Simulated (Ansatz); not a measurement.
# MoS2: the cost of one run

Program: Ansatz 0.2.0. Level of theory: DFT PBE+D3(BJ), scalar-relativistic, plane waves, PAW. These are calculated values, not measurements.

### Step 1. The starting structure

It takes space group P6_3/mmc (No. 194, hexagonal). Conventional cell: a = 3.149 Å, b = 3.149 Å, c = 12.092 Å, α = 90.00°, β = 90.00°, γ = 120.00°. Around Mo (site symmetry -6m2) lie 6 S at 2.40 Å. Around S (site symmetry 3m) lie 3 Mo at 2.40 Å.

As a file:

```xyz
6
Lattice="3.1494 0.0000 0.0000 -1.5747 2.7274 0.0000 0.0000 0.0000 12.0918" Properties=species:S:1:pos:R:3 pbc="T T T"
Mo    0.0000    1.8183    3.0229
Mo    1.5747    0.9091    9.0688
S     0.0000    1.8183    7.5029
S     1.5747    0.9091    1.4570
S     0.0000    1.8183   10.6347
S     1.5747    0.9091    4.5889
```

It is the result of an earlier relaxation at this level (volume 17.31 Å³/atom; gap on the mesh: 0.79 eV).

### Step 2. Plan of the line

The energy is mapped over two normal modes frozen in (zone-centre modes of the cell shown).

- amplitude of mode 10 (284 cm⁻¹), largest displacement: 7 values from −0.109 to 0.109 Å
- amplitude of mode 16 (411 cm⁻¹), largest displacement: 7 values from −0.06 to 0.06 Å

Nothing else is relaxed (the cell and all other modes fixed). Energies count from the relaxed high-symmetry cell. Points are written as (first, second).

The modes come from a phonon run on the reference cell, made beforehand.

The patterns, per unit of each coordinate (Å):

```
atom     x1      y1     z1     x2     y2      z2
 Mo1  0.000   0.000  0.000  0.000  0.000   0.000
 Mo2  0.000   0.000  0.000  0.000  0.000   0.000
  S3  0.000   1.000  0.000  0.000  0.000   1.000
  S4  0.000   1.000  0.000  0.000  0.000   1.000
  S5  0.000  -1.000  0.000  0.000  0.000  -1.000
  S6  0.000  -1.000  0.000  0.000  0.000  -1.000
```

### Step 3. Point (−0.109 Å, −0.06 Å)

input.yaml reads:

```yaml
crystal:
  lattice:
    - [3.1493579417, 0.0, 0.0]
    - [-1.5746789709, 2.7274239831, 0.0]
    - [0.0, 0.0, 12.0917670417]
  atoms:
    - { symbol: Mo, position: [0.3333333333, 0.6666666667, 0.25] }
    - { symbol: Mo, position: [0.6666666667, 0.3333333333, 0.75] }
    - { symbol: S, position: [0.3133511082, 0.6267022164, 0.6155347464] }
    - { symbol: S, position: [0.6466844416, 0.2933688831, 0.1155347464] }
    - { symbol: S, position: [0.3533155584, 0.7066311169, 0.8844652536] }
    - { symbol: S, position: [0.6866488918, 0.3732977836, 0.3844652536] }
basis:
  ecutwfc: 420
kpoints:
  mp_grid: { grid: [12, 12, 4] }
hamiltonian:
  xc: pbe
  pseudopotentials: { kind: paw, azcp: { folder: soft_1 } }
  dispersion: d3bj
scf:
  occupations: { method: gaussian, width: 0.05 }
output:
  forces: true
  stress: true
  eigenvalues: true
```

Launch:

```
> ansatz run input.yaml --threads 2 --pin off --max-ram 4096MiB --backend cpu --events-out ev --progress --plain --runs-dir out
```

**Question.** How long does this run take on 2 threads of Arm Neoverse N1, shared host, and how much memory does it need?

About 30 s, with a peak of 0.62 GiB.
